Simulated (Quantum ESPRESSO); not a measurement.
## KI under changes of volume

One of the cells (44.091 Å³/atom); the others are scaled copies at fixed shape and fractional positions:

```
I K
1.0
     0.00000    3.53277    3.53277
     3.53277    0.00000    3.53277
     3.53277    3.53277    0.00000
I K
1 1
Cartesian
  3.5328 3.5328 3.5328
  0.0000 0.0000 0.0000
```

| Property | Result |
| --- | --- |
| Program | Quantum ESPRESSO 7.5 |
| Functional | PBEsol |
| Potentials or basis | PseudoDojo 0.4.1 SR PBEsol standard |
| Cutoff | 1007 eV |
| Density cutoff | 4027 eV |
| k mesh | 7 × 7 × 7 |
| Occupations | fermi-dirac, width 0.05 eV |
| Spin | no spin polarisation |

| volume (Å³/atom) | energy over the lowest point (meV/atom) | pressure (GPa) | gap on the mesh (eV) |
| --- | --- | --- | --- |
| 41.445 | 2.23 | 0.5 | 3.95 |
| 42.327 | ? | ? | ? |
| 43.209 | 0.00 | -0.1 | 3.86 |
| 44.091 | 0.98 | -0.3 | 3.82 |
| 44.973 | 3.13 | -0.5 | 3.77 |
| 45.854 | 6.33 | -0.7 | 3.74 |
| 46.736 | 10.45 | -0.8 | 3.70 |

Problem. What does the run at 42.327 Å³/atom give?

Solution. Energy over the lowest point 0.36 meV/atom; pressure 0.2 GPa; gap on the mesh 3.90 eV.

Worked out: A Birch-Murnaghan fit of order 3 (a polynomial in V^(-2/3)) to the other rows has its minimum at 42.99 Å³/atom with B0 = V·E''(V) = 12.2 GPa and B' = 5.0. It gives 0.36 meV/atom at 42.327 Å³/atom, against the run's 0.36, and -dE/dV = 0.2 GPa, against 0.2. A straight line through the other rows of the gap, of slope -2.08 eV per unit of ln V (its deformation potential), gives 3.90 eV, against the run's 3.90.

Energies are extrapolated to zero smearing.

Caveats: spin-orbit coupling is left out, which moves the levels of the heavy elements; an odd mesh through Γ misses points on the zone boundary, where band edges often lie (some runs).
